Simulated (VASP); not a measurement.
# BN (strained zincblende), PBE single-point calculation: Ansatz's output and VASP's

```xyz
2
Lattice="0.0419 1.7926 1.7926 1.7926 0.0419 1.7926 1.7926 1.7926 0.0419" Properties=species:S:1:pos:R:3 pbc="T T T"
B     0.0010    0.0010    0.0010
N     0.9058    0.9058    0.9058
```

Ansatz printed

```
SCF 1 converged in 6 iterations: F = -542.178680 eV  dr2 = 1.68e-11
  greatest PAW one-centre occupation: 0.793 electrons in one spin orbital (limit 2), on the N atom at site 1 (counted from 0), in its partial waves of l = 0
NSCF: frozen V_eff on 7 k-points
SCF converged after 6 iterations
Free energy (F): -542.178680 eV
Harris-Foulkes:  -542.178680 eV  (|F-HF|=6.21e-11)
Internal energy: -542.178680 eV  (E = F + TS)
E sigma→0 (E₀):  -542.178680 eV
Fermi energy:    14.468457 eV
--- Per-component energies (eV) ---
  E_band       = 31.959893
  E_kinetic    = 189.346455
  E_local      = -169.530119  (includes V_loc(G=0)·N_el)
  E_nonlocal   = 57.162302
  E_hartree    = 47.629944
  E_xc         = -94.350923
  E_vxc        = -117.416434  (∫ρ·V_xc dr)
  E_paw        = -206.830619  (= ΣΔE_a)
  E_vpaw       = -22.862310  (= ΣTr[D̂ρ^β])
  E_aug_tail   = 0.000102  (compensation charges beyond the density's cutoff)
  E_ewald      = -365.605822
  E_smearing   = -0.000000  (= −TS)
  E_closure    = -0.000000  (closes the sum)
  Σ components = -542.178680   (vs F -542.178680, Δ=0.00e0)
--- Forces (eV/Å), atoms counted from 1 ---
  atom   1  B      0.02806535     0.02806535     0.02806535
  atom   2  N     -0.02806566    -0.02806566    -0.02806566
  max |Σ_I F_I| component: 3.16e-7 eV/Å
--- Stress (GPa, compression-positive) ---
       29.460437     -12.144803     -12.144803
      -12.144803      29.460437     -12.144803
      -12.144803     -12.144803      29.460437
  P = ⅓ Tr σ = 29.4604 GPa (294.604 kbar)
--- Band table (eV; the first three rows and the last of 189) ---
  k-point 0: bands = ["-8.7593", "12.0131", "12.2641", "12.2641", "20.4450", "21.6267", "21.6267", "23.7545"]
  k-point 1: bands = ["-8.5788", "11.3035", "11.8549", "12.0546", "20.7143", "21.8602", "21.9247", "24.3204"]
  k-point 2: bands = ["-8.0430", "9.1484", "11.3801", "11.5482", "21.3176", "22.3290", "22.6016", "25.5840"]
  k-point 188: bands = ["-4.5623", "0.8190", "10.4200", "10.4200", "23.5244", "23.5244", "23.8065", "27.9692"]
```

Each program uses its own PAW datasets. VASP's cell holds 8 valence electrons and Ansatz's 8. Ansatz's stress includes a Pulay correction; VASP's doesn't.

Problem. What does VASP give for the same cell and level of theory?

Solution. gap between bands v and c 4.41 eV; least direct gap 8.17 eV; pressure 29.9 GPa; largest force 0.06 eV/Å.

From OUTCAR

```
k-points           NKPTS =    189   k-points in BZ     NKDIM =    189   number of bands    NBANDS=     11

   NELECT =       8.0000    total number of electrons

   dimension x,y,z NGX =    20 NGY =   20 NGZ =   20
   dimension x,y,z NGXF=    40 NGYF=   40 NGZF=   40

  energy-cutoff  :      520.00
  volume of cell :       11.12
      direct lattice vectors                 reciprocal lattice vectors
     0.041897083  1.792577784  1.792577784    -0.288902275  0.282304113  0.282304113
     1.792577784  0.041897083  1.792577784     0.282304113 -0.288902275  0.282304113
     1.792577784  1.792577784  0.041897083     0.282304113  0.282304113 -0.288902275

 k-points in reciprocal lattice and weights: KPOINTS created by Atomic Simulation Env
   0.00000000  0.00000000  0.00000000       0.001
   0.08333333  0.00000000  0.00000000       0.003
   0.16666667 -0.00000000 -0.00000000       0.003
   0.25000000  0.00000000  0.00000000       0.003
   0.33333333 -0.00000000 -0.00000000       0.003
   0.41666667 -0.00000000 -0.00000000       0.003
   0.50000000  0.00000000  0.00000000       0.002
   0.08333333  0.08333333 -0.00000000       0.003
   ...

 E-fermi :   8.6299

 k-point     1 :       0.0000    0.0000    0.0000
  band No.  band energies     occupation
      1     -12.7719      2.00000
      2       7.9998      2.00000
      3       8.2489      2.00000
      4       8.2489      2.00000
      5      16.4224      0.00000
      6      17.6010      0.00000
      7      17.6010      0.00000
      8      19.7705      0.00000
      9      34.0685      0.00000
     10      36.7069      0.00000
     11      36.7069      0.00000

 k-point     2 :       0.0833    0.0000    0.0000
  band No.  band energies     occupation
      1     -12.5916      2.00000
      2       7.2892      2.00000
      3       7.8413      2.00000
      4       8.0399      2.00000
      5      16.6935      0.00000
      6      17.8378      0.00000
      7      17.9000      0.00000
      8      20.3320      0.00000
      9      33.5620      0.00000
     10      34.2347      0.00000
     11      34.5292      0.00000

 k-point     3 :       0.1667   -0.0000   -0.0000
  band No.  band energies     occupation
      1     -12.0559      2.00000
      2       5.1342      2.00000
      3       7.3663      2.00000
      4       7.5339      2.00000
      5      17.3010      0.00000
      6      18.3103      0.00000
      7      18.5785      0.00000
      8      21.5889      0.00000
      9      32.1679      0.00000
     10      32.9947      0.00000
     11      33.0566      0.00000

 k-point     4 :       0.2500    0.0000    0.0000
  band No.  band energies     occupation
      1     -11.1870      2.00000
      2       2.5550      2.00000
      3       6.8367      2.00000
      4       6.9526      2.00000
      5      17.8727      0.00000
      6      18.8015      0.00000
      7      19.1869      0.00000
      8      22.7742      0.00000
      9      31.5900      0.00000
     10      32.5058      0.00000
     11      32.7324      0.00000

 k-point     5 :       0.3333   -0.0000   -0.0000
  band No.  band energies     occupation
      1     -10.0444      2.00000
      2       0.0231      2.00000
      3       6.3934      2.00000
      4       6.4581      2.00000
      5      18.2445      0.00000
      6      19.1070      0.00000
      7      19.4496      0.00000
      8      23.5446      0.00000
      9      31.8735      0.00000
     10      32.8663      0.00000
     11      33.7820      0.00000

 k-point     6 :       0.4167   -0.0000   -0.0000
  band No.  band energies     occupation
      1      -8.8163      2.00000
      2      -2.0912      2.00000
      3       6.1084      2.00000
      4       6.1362      2.00000
      5      18.4026      0.00000
      6      19.2274      0.00000
      7      19.4586      0.00000
      8      23.9426      0.00000
      9      32.1931      0.00000
     10      34.3390      0.00000
     11      35.6254      0.00000

 k-point     7 :       0.5000    0.0000    0.0000
  band No.  band energies     occupation
      1      -8.1538      2.00000
      2      -3.0566      2.00000
      3       6.0110      2.00000
      4       6.0255      2.00000
      5      18.4307      0.00000
      6      19.2614      0.00000
      7      19.4310      0.00000
      8      24.0662      0.00000
      9      32.3669      0.00000
     10      35.2620      0.00000
     11      36.5367      0.00000

 k-point     8 :       0.0833    0.0833   -0.0000
  band No.  band energies     occupation
      1     -12.5357      2.00000
      2       7.3869      2.00000
      3       7.6462      2.00000
      4       7.6910      2.00000
      5      16.6715      0.00000
      6      17.8695      0.00000
      7      18.3492      0.00000
      8      20.3572      0.00000
      9      31.6143      0.00000
     10      34.8694      0.00000
     11      37.0204      0.00000

 ...

  Total        2.0760384      2.0760384      2.0760384     -0.8482709     -0.8482709     -0.8482709
  in kB      299.2114619    299.2114619    299.2114619   -122.2580329   -122.2580329   -122.2580329
  external PRESSURE =     299.2114619 kB  Pullay stress =       0.0000000 kB

 POSITION                                       TOTAL-FORCE (eV/Angst)
 -----------------------------------------------------------------------------------
      0.00098      0.00098      0.00098         0.031977      0.031977      0.031977
      0.90578      0.90578      0.90578        -0.031977     -0.031977     -0.031977
 -----------------------------------------------------------------------------------
    total drift:                               -0.000001     -0.000001     -0.000001

  FREE ENERGIE OF THE ION-ELECTRON SYSTEM (eV)
  ---------------------------------------------------
  free  energy   TOTEN  =       -17.3506056177 eV

  energy  without entropy=      -17.3506056177  energy(sigma->0) =      -17.35060562
```
